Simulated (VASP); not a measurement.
PbSe (Clausthalite): single point with PBEsol

**Experimental background.**

A printed reference work, monograph reports, for a bulk crystal of PbSe at 4.2 K: band gap 0.15 eV (direct).

Crystal: PbSe (Clausthalite).

```
CELL_PARAMETERS angstrom
0.00000 3.06065 3.06065
3.06065 0.00000 3.06065
3.06065 3.06065 0.00000
ATOMIC_POSITIONS crystal
Pb 0.00000 0.00000 0.00000
Se 0.50000 0.50000 0.50000
```

```json
{
  "Program": "VASP 6.6.1",
  "Task": "single point",
  "Functional": "PBEsol",
  "Potentials or basis": "VASP PAW PBE potentials, release 64 (Pb_d, Se)",
  "Cutoff": "520 eV",
  "k mesh": "6 × 6 × 6, shifted",
  "Occupations": "gaussian, width 0.01 eV",
  "Spin": "no spin polarisation"
}
```

```
Pressure               : -0.5 GPa
Band gap on the k mesh : 0.95 eV, direct
```

Levels at points of the mesh, in eV from the valence-band top:
| k point | band 6 | band 7 | band 8 | band 9 | band 10 | band 11 | band 12 | band 13 | band 14 | band 15 |
| --- | --- | --- | --- | --- | --- | --- | --- | --- | --- | --- |
| (0.08, 0.08, 0.08) | -13.23 | -6.19 | -1.52 | -1.52 | -1.41 | 4.42 | 4.66 | 4.66 | 6.64 | 6.94 |

Wall time 4.3 min on 1 thread of Intel Xeon 6975P-C (shared host), peak memory 0.52 GiB.

A measured gap of PbSe is 0.15 eV (direct; 4.2 K; a printed reference work, monograph); the calculated 0.95 eV misses it by +0.80 eV. 2 values of this kind are on record (0.15 to 0.28 eV); this one was drawn at random. Spin-orbit coupling on Pb, Se is left out. The value is that of PBEsol on a finite k mesh, which can miss the band edges, without temperature or zero-point motion.

Caveat: the PAW data sets were made with another functional, which shifts forces and pressure a little; spin-orbit coupling is left out, which moves the levels of the heavy elements.
